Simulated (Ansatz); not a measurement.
Given:

GeO2:
```cif
data_Ge2O4
_chemical_formula_sum 'Ge2 O4'
_space_group_name_H-M_alt 'P42/mnm'
_space_group_IT_number 136
_space_group_name_Hall '-P 4n 2n'
_cell_length_a 4.41246
_cell_length_b 4.41246
_cell_length_c 2.87074
_cell_angle_alpha 90.000
_cell_angle_beta 90.000
_cell_angle_gamma 90.000
loop_
_atom_site_label
_atom_site_type_symbol
_atom_site_symmetry_multiplicity
_atom_site_Wyckoff_symbol
_atom_site_fract_x
_atom_site_fract_y
_atom_site_fract_z
_atom_site_occupancy
Ge1 Ge 2 a 0.00000 0.00000 0.00000 1
O1 O 4 f 0.30603 0.30603 0.00000 1
```

This is the r²SCAN-relaxed structure.

Task: All from the program Ansatz at the r²SCAN level (PAW), unless another level is named. Estimate the formation energy from the elements (no fitted shifts).

Result: -1.78 eV/atom.

Task: Next, the band gap?

Result: 2.49 eV (direct).

Task: Give the valence-band maximum.

Result: at Γ.

Space group P4_2/mnm (rutile). Symmetry was held in the r²SCAN relaxation. The references are the lowest solids computed at this level, not always the standard phases (solids in place of the gases). Scalar-relativistic: spin–orbit coupling is off unless named, which matters more the heavier the elements.

Potentials: the earlier of the program's two PAW sets.
